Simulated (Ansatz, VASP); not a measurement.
Hf2B3: VASP beside Ansatz

```
Hf B
1.0
     3.86846    0.00000    0.00000
    -1.93423    3.35019    0.00000
     0.00000    0.00000    3.92317
Hf B
2 3
Cartesian
  0.0000 2.2335 1.9616
  1.9342 1.1167 1.9616
  0.0000 0.0000 3.1305
  0.0000 0.0000 0.7927
  0.0000 0.0000 1.9616
```

Alike in both runs: task single point; functional PBE; k mesh 6 × 6 × 4; occupations gaussian, width 0.1 eV; no spin polarisation.

|  | VASP | Ansatz |
| --- | --- | --- |
| version | VASP 6.6.1 | Ansatz 0.2.0 |
| potentials or method | VASP PAW PBE potentials, release 64 (Hf_pv, B) | scalar-relativistic, plane waves, PAW |
| plane-wave cutoff (eV) | 520 | 420 |
| valence electrons in the cell | 29 | 61 |

```csv
,VASP,Ansatz,Ansatz less VASP
gap on the k mesh at the Fermi level (eV),none,none,-
rms of the force components (eV/Å),9.743,9.619,-0.1248
```

Atom by atom the forces differ by 0.125 eV/Å (rms over components). A gap of «none» marks a metal or a gap that the smearing closes. The functional is the same, so the differences come from potentials, cutoffs and numerics. The two sets of potentials don't hold the same shells in valence.

Caveats: the k mesh is coarse (spacing up to 0.40 Å⁻¹), so the values aren't converged; forces of over 1 eV/Å show positions far from the minimum, so gaps and moduli don't describe the material at rest. Spin-orbit coupling is left out, which matters for the levels of Hf.
